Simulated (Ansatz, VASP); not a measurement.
**Two plane-wave programs on AlN**

File INCAR:

```
PREC = Accurate ; ENCUT = 520
EDIFF = 1E-6 ; ISMEAR = 0
SIGMA = 0.05 ; LREAL = False
LASPH = True ; NELM = 60
ALGO = Normal ; ISIF = 2
LWAVE = False ; LCHARG = False
GGA = PE ; NBANDS = 16
```

File KPOINTS:

```
Automatic mesh
0
Gamma
  8 8 6
```

POSCAR

```
AlN
1.0
    0.0000000000     -2.0184234927     -2.0184234927
    0.0000000000      2.0184234927     -2.0184234927
    4.0368469854      0.0000000000      0.0000000000
Al N
2 2
Direct
    0.5000000000      0.5000000000      0.0000000000
    0.0000000000      0.0000000000      0.5000000000
    0.5000000000      0.5000000000      0.5000000000
    0.0000000000      1.0000000000      0.0000000000
```

Input for Ansatz:

```yaml
crystal:
  lattice:
    - [0.0, -2.0184234927, -2.0184234927]
    - [0.0, 2.0184234927, -2.0184234927]
    - [4.0368469854, 0.0, 0.0]
  atoms:
    - { symbol: Al, position: [0.5, 0.5, 0.0] }
    - { symbol: Al, position: [0.0, 0.0, 0.5] }
    - { symbol: "N", position: [0.5, 0.5, 0.5] }
    - { symbol: "N", position: [0.0, 1.0, 0.0] }
basis:
  ecutwfc: 520.0
kpoints:
  mp_grid: { grid: [8, 8, 6] }
hamiltonian:
  xc: pbe
  pseudopotentials: { kind: paw }
scf:
  occupations: { method: gaussian, width: 0.05 }
output:
  forces: true
  stress: true
  eigenvalues: true
```

Change from the starting cell: mode 4 frozen in at +0.000 Å, equal normal strain along x, y and z -0.0083.

Alike in both runs: task single point; functional PBE; k mesh 8 × 8 × 6; occupations gaussian, width 0.05 eV; no spin polarisation.

|  | VASP | Ansatz |
| --- | --- | --- |
| version | VASP 6.6.1 | Ansatz 0.2.0 |
| potentials or method | VASP PAW PBE potentials, release 64 (Al, N) | scalar-relativistic, plane waves, PAW |
| plane-wave cutoff (eV) | 520 | 520 |
| valence electrons in the cell | 16 | 16 |

```csv
,VASP,Ansatz,Ansatz less VASP
gap on the k mesh at the Fermi level (eV),4.65,4.67,+0.023
least direct gap on the mesh (eV),4.65,4.67,+0.023
pressure (GPa),6.3,6.6,+0.32
```

A k mesh can miss the band edges.
